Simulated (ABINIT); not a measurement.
Runs of ABINIT 10.8.3 (patched build) on Ge. Symmetry: P6_3/mmc, No. 194, hexagonal system. Conventional cell: a = 4.003 Å, b = 4.003 Å, c = 13.157 Å, α = 90.00°, β = 90.00°, γ = 120.00°. Ge (site symmetry 3m) is surrounded by 4 Ge at 2.45 to 2.47 Å. Around Ge (site symmetry 3m) lie 4 Ge at 2.45 Å. This isn't the form of Ge at room conditions, which is diamond.

| level | gap on the mesh (eV) | pressure (GPa) | relaxed volume (Å³/atom) |
| --- | --- | --- | --- |
| PBE | none | 0.0 | 24.23 |
| PBE+D2 | 0.16 | 0.0 | (a) |
| PBE+D3(BJ) | none | 0.0 | 23.50 |
| PBE+D3 | none | 0.0 | (b) |

Alike in all rows: task relaxation of cell and atoms; potentials or basis JTH PAW PBE v2.0; no spin polarisation; cell relaxed; k mesh 4 × 4 × 1; cutoff (eV) 599; smearing fermi-dirac 0.05 eV; the mesh is coarse, so values aren't converged.

**Question.** Fill in the values left out.

**Answer.** (a) 22.51; (b) 23.97.

Caveats: all runs use coarse meshes; the atomic spheres overlap (some runs); pairwise dispersion overbinds metals, which lowers pressure and volume (some runs); an odd mesh through Γ misses points on the zone boundary, where band edges often lie (some runs).

A k mesh can miss the band edges, and the runs leave out spin-orbit coupling on Ge.

A gap of «none» marks a metal or a gap under the smearing width.
